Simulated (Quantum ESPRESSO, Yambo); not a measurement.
Planning a run of Quantum ESPRESSO 7.5 on HfS2 (1T monolayer). The input:

```
&control
  calculation = 'nscf'
  prefix = 'x'
  outdir = 'o'
  pseudo_dir = 'pseudo'
/
&system
  ibrav = 0
  nat = 3
  ntyp = 2
  ecutwfc = 50.0
  nbnd = 68
  force_symmorphic = .true.
  noncolin = .true.
  lspinorb = .true.
/
&electrons
  conv_thr = 1e-9
  electron_maxstep = 80
  diago_full_acc = .true.
  diago_thr_init = 5e-6
/
ATOMIC_SPECIES
  Hf 178.49 Hf.upf
  S 32.06 S.upf
CELL_PARAMETERS angstrom
  3.6538056878 0.0000000000 0.0000000000
  -1.8269028439 3.1642885461 0.0000000000
  0.0000000000 0.0000000000 16.0000000000
ATOMIC_POSITIONS crystal
  Hf 0.0000000000 0.0000000000 0.5000000000
  S 0.3333333333 0.6666666667 0.5901837050
  S 0.6666666667 0.3333333333 0.4098162950
K_POINTS automatic
  15 15 1 0 0 0
```

```sh
OMP_NUM_THREADS=1 mpirun -n 16 pw.x -nk 4 -in pw.in > pw.out
```

How long will it take on 16 MPI ranks of Intel Xeon 6975P-C (Granite Rapids), shared host, and how much memory?

It took 20 s; on shared hardware allow 9.8 s to 39 s. Peak host memory was 1.3 GiB.

[Paths, hosts, dates, memory and timing lines, banners, echoed tables and standing remarks are left out of the program output.]

[Logs are printed without paths, hosts, clocks, repeated set-up lines and the standing remarks that a program may print on its own settings, such as how far it seeks lower states.]

[Runs of the session that timed out or met a known fault of the program may be left out.]

[Hosts, paths, dates, database ids (printed as entryN), source tags and the programs' standing remarks are cut or masked in the printed files.]
